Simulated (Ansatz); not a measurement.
Here is an Ansatz 0.2.0 calculation.

Contents of input.yaml:

```yaml
crystal:
  lattice:
    - [2.6042941027, 0.0, 0.0]
    - [-1.3021470513, 2.2553848518, 0.0]
    - [0.0, 0.0, 4.723336]
  atoms:
    - { symbol: V, position: [0.3333333333, 0.6666666667, 0.25], spin: 1.5 }
    - { symbol: V, position: [0.6666666667, 0.3333333333, 0.75], spin: 1.5 }
hamiltonian:
  xc: pbe
  pseudopotentials: { kind: paw }
magnetization:
  spin_polarized: true
  initial_magnetization: 3.0
  spin_locking: { lock_magnetization: hard }
kpoints:
  mp_grid: { grid: [10, 10, 5] }
scf:
  occupations: { method: fermi_dirac, width: 0.05 }
  lower_state_search: "off"
output:
  forces: true
  stress: true
  eigenvalues: true
```

Potentials or basis: Ansatz PAW.

Run with:

```bash
$ ansatz run input.yaml --threads 2 --pin off --max-ram 5632MiB --backend cpu --events-out ev --progress --plain --runs-dir out
```

Task: Predict the pressure.

Result: 8.9 GPa.

Stress tensor (GPa, compression positive):
```
14.11  0.00  0.00
 0.00 14.11  0.00
 0.00  0.00 -1.50
```

Caveat: the total moment is fixed, so each spin has its own Fermi level; the thresholds are loose for stress.
